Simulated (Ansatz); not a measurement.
## Zinc (fcc) across density functionals

All rows: Ansatz, plane waves with scalar-relativistic PAW, 420 eV (500 eV for the SCAN forms), relaxed under each functional, no dispersion correction, no zero-point motion. B₀ comes from uniform scaling at fixed shape; a dash is a value not given.

```tsv
functional	V (Å³/atom)	cell	B₀ (GPa)	magnetic state	ΔE to hcp (meV/atom)
PBE	15.19	a = 3.931 Å	69	spin not included	23
r²SCAN	14.36	a = 3.858 Å	88	spin not included	32
PBEsol	14.19	a = 3.843 Å	87	spin not included	25
revPBE	15.69	a = 3.974 Å	61	spin not included	23
RPBE	15.89	a = 3.991 Å	58	spin not included	23
BLYP	16.76	a = 4.063 Å	42	spin not included	55
```

(1) What does LDA give?

Answers

(1) V (Å³/atom): 13.56; cell: a = 3.786 Å; B₀ (GPa): 100; magnetic state: spin not included; ΔE to hcp (meV/atom): 29.
